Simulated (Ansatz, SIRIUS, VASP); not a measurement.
# Fitting the PBEsol energy curve of RuAl

```
Ru Al
1.0
     2.99160    0.00000    0.00000
     0.00000    2.99160    0.00000
     0.00000    0.00000    2.99160
Ru Al
1 1
Direct
  0.50000 0.50000 0.50000
  0.00000 0.00000 0.00000
```

The cell was scaled at fixed shape and fractions and run with Ansatz, all-electron LAPW, scalar-relativistic; PBEsol, k mesh 9 × 9 × 9 on the cell of 2 atoms, fermi-dirac occupations of 0.05 eV, no spin polarisation, no spin-orbit coupling. Energies are those that the program minimises, any entropy of the smearing included. For a metal such a mesh isn't converged to the digits shown.

```csv
V (Å³/atom),energy over the lowest row (meV/atom)
12.5837,19.60
12.8514,5.54
13.1192,0.00
13.3869,?
13.6547,11.03
13.9224,26.10
14.1901,46.66
```

Question: Fit the third-order Birch-Murnaghan form, give V0, B0 and B′, and predict the energy left open.

Answer: With y = (V0/V)^(2/3), E = E0 + (9 V0 B0/16) [(y - 1)³ B′ + (y - 1)² (6 - 4y)]. Least squares through the rows shown give V0 = 13.1754 Å³/atom, E0 = -0.17 meV, B0 = 219.4 GPa (1 eV/Å³ = 160.218 GPa) and B′ = 4.40, with a largest miss of 0.02 meV. At V = 13.3869 the form with these constants gives 2.09 meV; the run gave 2.09 meV an atom. Other set-ups at this level, from all their volumes (Å³/atom, GPa): SIRIUS, PseudoDojo 0.4.1 PBEsol standard (scalar relativistic): V0 13.187, B0 220.2; VASP, PBE PAW files Al, Ru_pv, 520 eV (made for PBE): V0 13.188, B0 220.4.
